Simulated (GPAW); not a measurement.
Wanted: an ASE script for a GPAW 26.7.0 run.

```
Task                : equation of state
Functional          : PBE
Potentials or basis : PAW data sets generated in the run's folder for this functional
Cutoff              : 600 eV
Basis               : pw
k mesh              : 8 × 8 × 4
Occupations         : fermi-dirac, width 0.05 eV
Spin                : no spin polarisation
Maxiter             : 150
Eos scales          : [0.94, 0.96, 0.98, 1.0, 1.02, 1.04, 1.06]
```

Zn:

```xyz
2
Lattice="2.6700 0.0000 0.0000 -1.3350 2.3123 0.0000 0.0000 0.0000 4.9660" Properties=species:S:1:pos:R:3 pbc="T T T"
Zn    1.3350    0.7708    3.7245
Zn    0.0000    1.5415    1.2415
```

These files were run (other wordings do the same):

run.py

```python
from ase.eos import EquationOfState
from ase.io import Trajectory
from ase.spacegroup import crystal
from ase.units import GPa
from gpaw import GPAW, PW, setup_paths

setup_paths.insert(0, '.')

# Zn 2c
atoms = crystal(['Zn'],
                basis=[[0.6666666667, 0.3333333333, 0.75]],
                spacegroup=194, setting=1,  # P6_3/mmc
                cellpar=[2.67, 2.67, 4.966, 90.0, 90.0, 120.0],
                primitive_cell=True)

traj = Trajectory('eos.traj', 'w')
volumes, energies = [], []
for x in [0.94, 0.96, 0.98, 1.0, 1.02, 1.04, 1.06]:
    a = atoms.copy()
    a.set_cell(atoms.cell * x**(1 / 3), scale_atoms=True)
    calc = GPAW(mode=PW(600),
                xc='PBE',
                kpts={'size': (8, 8, 4), 'gamma': True},
                occupations={'name': 'fermi-dirac', 'width': 0.05},
                nbands=21,
                convergence={'density': 1e-05, 'energy': 1e-05},
                maxiter=150,
                txt=f'eos-{x:.2f}.txt')
    a.calc = calc
    energies.append(a.get_potential_energy(force_consistent=True))
    volumes.append(a.get_volume())
    p = -a.get_stress()[:3].mean() / GPa
    calc.write(f'eos-{x:.2f}.gpw')
    traj.write(a)
    print(f'{x:.2f} {volumes[-1]:10.4f} A^3 {energies[-1]:14.6f} eV {p:9.3f} GPa', flush=True)

v0, e0, B = EquationOfState(volumes, energies, eos='birchmurnaghan').fit()
print(f'V0 = {v0:.4f} A^3, E0 = {e0:.6f} eV, B0 = {B / GPa:.2f} GPa')
```

Potentials or basis: PAW data sets generated in the run's folder for this functional, pw.

Command:

```bash
$ gpaw-setup -f PBE Zn
$ OMP_NUM_THREADS=1 python run.py
```

Results of the run:

| Property | Result |
| --- | --- |
| Equilibrium volume | 15.16 Å³/atom |
| Bulk modulus at fixed shape and positions | 75 GPa |
| Pressure derivative of the bulk modulus | 5.5 |

Caveat: the cell was scaled at fixed shape and fractional positions, which overstates the stiffness of a crystal with free parameters, most of all of layers and chains.

Run time: 75 s on 1 thread of Arm Neoverse V2, on a shared host, peak memory 0.23 GiB.
